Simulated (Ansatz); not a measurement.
Here is an Ansatz 0.2.0 calculation.

The input input.yaml:

```yaml
crystal:
  lattice:
    - [0.0, 3.231, 3.231]
    - [3.231, 0.0, 3.231]
    - [3.231, 3.231, 0.0]
  atoms:
    - { symbol: Pb, position: [0.0, 0.0, 0.0] }
    - { symbol: Te, position: [0.5, 0.5, 0.5] }
kpoints:
  mp_grid: { grid: [7, 7, 7] }
scf:
  occupations: { method: fermi_dirac, width: 0.05 }
hamiltonian:
  xc: pbe
  pseudopotentials: { kind: all_electron, lapw: { basis_error: 0.001 } }
output:
  forces: true
  stress: true
  eigenvalues: true
  populations: true
```

Potentials or basis: all-electron LAPW, scalar-relativistic.

The run is started by

```sh
$ ansatz run input.yaml --threads 1 --pin off --max-ram 2560MiB --backend cpu --events-out ev --progress --plain --runs-dir out
```

Problem. Estimate the pressure.

Solution. 2.1 GPa.

Problem. Estimate the Loewdin charges.

Solution. Pb +0.19; Te -0.15 e.

Caveat: this odd mesh misses L, where the gap lies, so gap, dielectric constants and Born charges aren't listed. The run has no spin-orbit coupling, so splittings on Pb, Te are missing.
